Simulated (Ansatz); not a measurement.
Perturbing Hf3N4

Base: an entry of the Crystallography Open Database (COD) whose atoms were relaxed with PBE, the cell held.

```xyz
14
Lattice="-3.3505 3.3505 3.3505 3.3505 -3.3505 3.3505 3.3505 3.3505 -3.3505" Properties=species:S:1:pos:R:3 pbc="T T T"
Hf    2.5129    0.0000    1.6752
Hf    1.6752    2.5129    0.0000
Hf    0.8376    0.0000    5.0258
Hf    5.0257    0.8376    0.0000
Hf    0.0000    1.6752    2.5129
Hf    0.0000    5.0257    0.8376
N     0.4542    0.4542    0.4542
N    -1.2210    1.2210    4.5715
N    -0.4542    2.8963    0.4542
N     4.5715   -1.2210    1.2210
N     0.4542   -0.4542    2.8963
N     2.1295    2.1295    2.1295
N     2.8963    0.4542   -0.4542
N     1.2210    4.5715   -1.2210
```

Atoms are numbered from 1 in the order listed; like atoms form one site, named after its first atom.

Method: Kohn–Sham DFT in Ansatz, PBE, plane waves and PAW, scalar-relativistic, 420 eV cutoff, Γ-centred 6×6×6 k-points, Fermi–Dirac smearing 0.02 eV.

(1) Variant: z stretched by 1 %, ions relaxed. What happens to the gradients (10²¹ V/m²)?

Answers

(1) 

| site | atoms | V_zz base | η base | V_zz variant | η variant |
| --- | --- | --- | --- | --- | --- |
| Hf1 | 1, 2, 3, 4 | 26.2 | 0.00 | 25.9 | 0.15 |
| Hf5 | 5, 6 | 26.2 | 0.00 | 29.4 | 0.00 |
| N | 7, 8, 9, 10, 11, … | 0.78 | 0.00 | 0.84 | 0.22 |

The largest change of V_zz is on Hf5, from 26.2 to 29.4. In per cent, |V_zz| changes by -1 to +12 on Hf, +8 on N (all sites that start above 0.5). Where |V_zz| stays above 0.1, η moves most on N, from 0.00 to 0.22. The number of symmetry-distinct sites goes from 2 to 3.

Without spin–orbit coupling the gradients at and beside Hf can be off by some per cent, at some sites by more.
